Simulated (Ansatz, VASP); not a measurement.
**One calculation of CsH, two programs**

File INCAR:

```
SYSTEM = CsH
PREC = Accurate
ENCUT = 520
EDIFF = 1E-7
ISMEAR = -1
SIGMA = 0.01
LREAL = .False.
LASPH = .True.
NELM = 80
ALGO = Normal
ISIF = 2
LWAVE = .False.
LCHARG = .True.
LELF = .True.
LVHAR = .True.
NBANDS = 12
```

Contents of KPOINTS:

```
regular mesh
0
Gamma
  8 8 8
  0 0 0
```

The input POSCAR:

```
CsH
1.0
    3.8686565199      0.0000000000      0.0000000000
    0.0000000000      3.8686565199      0.0000000000
    0.0000000000      0.0000000000      3.8686565199
Cs H
1 1
Direct
    0.0000000000      0.0000000000      0.0000000000
    0.5000000000      0.5000000000      0.5000000000
```

Input for Ansatz:

```yaml
crystal:
  lattice:
    - [3.8686565199, 0.0, 0.0]
    - [0.0, 3.8686565199, 0.0]
    - [0.0, 0.0, 3.8686565199]
  atoms:
    - { symbol: Cs, position: [0.0, 0.0, 0.0] }
    - { symbol: H, position: [0.5, 0.5, 0.5] }
kpoints:
  mp_grid: { grid: [8, 8, 8] }
scf:
  occupations: { method: fermi_dirac, width: 0.01 }
hamiltonian:
  xc: lda
  pseudopotentials: { kind: all_electron, lapw: { basis_error: 0.0005 } }
output:
  forces: true
  stress: true
  eigenvalues: true
```

Change from the starting cell: functional lda, volume scaled by 1.04.

Alike in both runs: task single point; functional LDA; k mesh 8 × 8 × 8; occupations fermi-dirac, width 0.01 eV; no spin polarisation.

|  | VASP | Ansatz |
| --- | --- | --- |
| version | VASP 6.6.1 | Ansatz 0.2.0 |
| potentials or method | VASP PAW LDA potentials, release 64 (Cs_sv, H) | all-electron LAPW, scalar-relativistic |
| plane-wave cutoff (eV) | 520 | see its input |

```tsv
	VASP	Ansatz	Ansatz less VASP
gap on the k mesh at the Fermi level (eV)	2.19	2.21	+0.027
pressure (GPa)	-2.2	-2.2	-0.03
```

Ansatz ran all-electron here, so the differences hold the error of VASP's frozen core and of both bases.

Caveats: spin-orbit coupling is left out, which moves the levels of the heavy elements. A k mesh can miss the band edges.
